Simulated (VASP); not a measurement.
InSb, 2 atoms in the cell. It takes space group F-43m (No. 216, cubic). Conventional cell: a = 7.003 Å, b = 7.003 Å, c = 7.003 Å, α = 90.00°, β = 90.00°, γ = 90.00°. Around In (site symmetry -43m) lie 4 Sb at 3.03 Å. Sb (site symmetry -43m) is surrounded by 4 In at 3.03 Å. 

- Program: VASP 6.6.1
- Task: relaxation of cell and atoms
- Functional: PBE
- Potentials or basis: VASP PAW PBE potentials, release 64 (In_d, Sb)
- Cutoff: 520 eV
- k mesh: 2 × 2 × 2
- Occupations: gaussian, width 0.02 eV
- Spin: no spin polarisation
- Further INCAR settings: ALGO = Normal; EDIFF = 1e-07; IBRION = 2; EDIFFG = -0.002; NSW = 80; ISIF = 3

Potentials or basis: VASP PAW PBE potentials, release 64 (In_d, Sb).

The run is started by

```sh
$ cat potpaw_PBE.64/In_d/POTCAR potpaw_PBE.64/Sb/POTCAR > POTCAR
$ mpirun -np 1 vasp_std > vasp.out
```

Hardware: 1 thread of Intel(R) Xeon(R) Platinum 8488C (Sapphire Rapids), with other jobs on the host.

**Question.** How long does it take, and how much memory?

**Answer.** Wall time 15 s on 1 thread of Intel(R) Xeon(R) Platinum 8488C (Sapphire Rapids), with other jobs on the host, peak memory 0.23 GiB. Counts: scf iterations 22, k points 3, ion steps 2.
